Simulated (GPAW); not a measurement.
Here is a GPAW 26.7.0 calculation.

run.py

```python
from ase import Atoms
from ase.calculators.mixing import SumCalculator
from ase.filters import FrechetCellFilter
from ase.io import write
from ase.optimize import BFGS
from dftd4.ase import DFTD4
from gpaw import GPAW, PW, setup_paths

setup_paths.insert(0, '.')

atoms = Atoms(['Ni', 'Al'],
              cell=[[2.881, 0.0, 0.0],
                    [0.0, 2.881, 0.0],
                    [0.0, 0.0, 2.881]],
              scaled_positions=[[0.5, 0.5, 0.5],
                                [0.0, 0.0, 0.0]],
              pbc=True)
atoms.set_initial_magnetic_moments([1.0, 0.0])

calc = GPAW(mode=PW(600),
            xc='PBEsol',
            kpts={'size': (9, 9, 9), 'gamma': True},
            occupations={'name': 'fermi-dirac', 'width': 0.05},
            nbands=20,
            convergence={'density': 1e-05, 'forces': 0.0001},
            maxiter=150,
            txt='gpaw.txt')
atoms.calc = SumCalculator([calc, DFTD4(method='pbesol')])
opt = BFGS(FrechetCellFilter(atoms), trajectory='relax.traj', logfile='-')
done = opt.run(fmax=0.02, steps=60)
calc.write('gs.gpw')
write('result.traj', atoms)
print('Converged:', done)
print('Cell:', atoms.cell.cellpar().round(4))
print('Volume:', round(atoms.get_volume(), 4))
print(atoms.get_scaled_positions().round(5))
```

Potentials or basis: PAW data sets generated in the run's folder for this functional, pw.

Command:

```sh
$ gpaw-setup -f PBEsol Al Ni
$ OMP_NUM_THREADS=1 python run.py
```

Problem. Estimate the space group after relaxing (to 0.05 Å).

Solution. Pm-3m (No. 221).

Problem. Predict the relaxed volume.

Solution. 11.58 Å³/atom.

Problem. Predict the relaxed cell.

Solution. a = 2.850 Å, b = 2.850 Å, c = 2.850 Å, α = 90.00°, β = 90.00°, γ = 90.00°.

Problem. What does it give for the net moment?

Solution. 0.00 μB per cell.

Final structure:
```xyz
2
Lattice="2.8503 0.0000 0.0000 0.0000 2.8503 0.0000 0.0000 0.0000 2.8503" Properties=species:S:1:pos:R:3 pbc="T T T"
Ni    1.4252    1.4252    1.4252
Al    0.0000    0.0000    0.0000
```

Caveat: each step starts from the last one's moments, so a moment once lost doesn't come back; the stock nickel data set gives pressures a few GPa off other programs; later steps reuse the first step's grids; pairwise dispersion overbinds metals, which lowers pressure and volume.
